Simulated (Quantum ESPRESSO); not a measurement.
The system is C.

```
CELL_PARAMETERS angstrom
0.00000 1.78337 1.78337
1.78337 0.00000 1.78337
1.78337 1.78337 0.00000
ATOMIC_POSITIONS crystal
C 0.75000 0.75000 0.75000
C 0.50000 0.50000 0.50000
```

This isn't the form of C at room conditions, which is graphite.

Base run:

```yaml
Program: Quantum ESPRESSO 7.5
Functional: WC
Potentials_or_basis: PseudoDojo 0.4.1 SR PBE standard
Cutoff: 1116 eV
Density_cutoff: 4463 eV
k_mesh: 14 × 14 × 14, shifted
Occupations: fermi-dirac, width 0.05 eV
Spin: no spin polarisation
```

Its results: pressure -2.4 GPa; electronic dielectric tensor (diagonal) 5.81.

After a change of settings the same cell gave: pressure -11.2 GPa; electronic dielectric tensor (diagonal) 5.74. Which change was it?
A. functional from WC to PBEsol; potentials or basis from PseudoDojo 0.4.1 SR PBE standard to PseudoDojo 0.4.1 SR PBEsol standard
B. functional from WC to LDA; potentials or basis from PseudoDojo 0.4.1 SR PBE standard to PseudoDojo 0.4.1 SR LDA standard
C. functional from WC to AM05
D. functional from WC to BLYP

B.

Caveats: the potentials were made for another functional, which shifts forces and pressure (some runs); the cell is more than 3 GPa from zero pressure, which shifts response properties (some runs).
